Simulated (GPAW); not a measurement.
Wanted: an ASE script for a GPAW 26.7.0 run.

* Task: equation of state
* Functional: LDA
* Potentials or basis: the program's PAW data sets (release 1.2.1) made for this functional
* Cutoff: 600 eV
* Basis: pw
* k mesh: 9 × 9 × 9
* Occupations: fermi-dirac, width 0.05 eV
* Spin: collinear spin, ferromagnetic start
* Starting moments: [2.0, 1.0] μB
* Maxiter: 150
* Eos scales: [0.94, 0.96, 0.98, 1.0, 1.02, 1.04, 1.06]

TiCo:

```xyz
2
Lattice="2.9861 0.0000 0.0000 0.0000 2.9861 0.0000 0.0000 0.0000 2.9861" Properties=species:S:1:pos:R:3 pbc="T T T"
Co    1.4931    1.4931    1.4931
Ti    0.0000    0.0000    0.0000
```

The cell comes from a database or a generator and needn't be the stable form of this composition.

These files were run (other wordings do the same):

run.py

```python
from ase import Atoms
from ase.eos import EquationOfState
from ase.io import Trajectory
from ase.units import GPa
from gpaw import GPAW, PW

atoms = Atoms(['Co', 'Ti'],
              cell=[[2.98611099, 0.0, 0.0],
                    [0.0, 2.98611099, 0.0],
                    [0.0, 0.0, 2.98611099]],
              scaled_positions=[[0.5, 0.5, 0.5],
                                [0.0, 0.0, 0.0]],
              pbc=True)
atoms.set_initial_magnetic_moments([2.0, 1.0])

traj = Trajectory('eos.traj', 'w')
volumes, energies = [], []
for x in [0.94, 0.96, 0.98, 1.0, 1.02, 1.04, 1.06]:
    a = atoms.copy()
    a.set_cell(atoms.cell * x**(1 / 3), scale_atoms=True)
    calc = GPAW(mode=PW(600),
                xc='LDA',
                kpts={'size': (9, 9, 9), 'gamma': True},
                occupations={'name': 'fermi-dirac', 'width': 0.05},
                nbands=23,
                convergence={'density': 1e-05, 'energy': 1e-05},
                maxiter=150,
                txt=f'eos-{x:.2f}.txt')
    a.calc = calc
    energies.append(a.get_potential_energy(force_consistent=True))
    volumes.append(a.get_volume())
    p = -a.get_stress()[:3].mean() / GPa
    calc.write(f'eos-{x:.2f}.gpw')
    traj.write(a)
    print(f'{x:.2f} {volumes[-1]:10.4f} A^3 {energies[-1]:14.6f} eV {p:9.3f} GPa', flush=True)

v0, e0, B = EquationOfState(volumes, energies, eos='birchmurnaghan').fit()
print(f'V0 = {v0:.4f} A^3, E0 = {e0:.6f} eV, B0 = {B / GPa:.2f} GPa')
```

Potentials or basis: the program's PAW data sets (release 1.2.1) made for this functional, pw.

Launch:

```console
$ OMP_NUM_THREADS=1 python run.py
```

It gave:

```
Equilibrium volume : 12.30 Å³/atom (rough: see the caveat)
Bulk modulus       : 211 GPa (rough)
```

Caveat: the minimum lies outside the volumes run.

Wall time 4.9 min on 1 thread of Arm Neoverse V2 (shared host), peak memory 0.28 GiB.
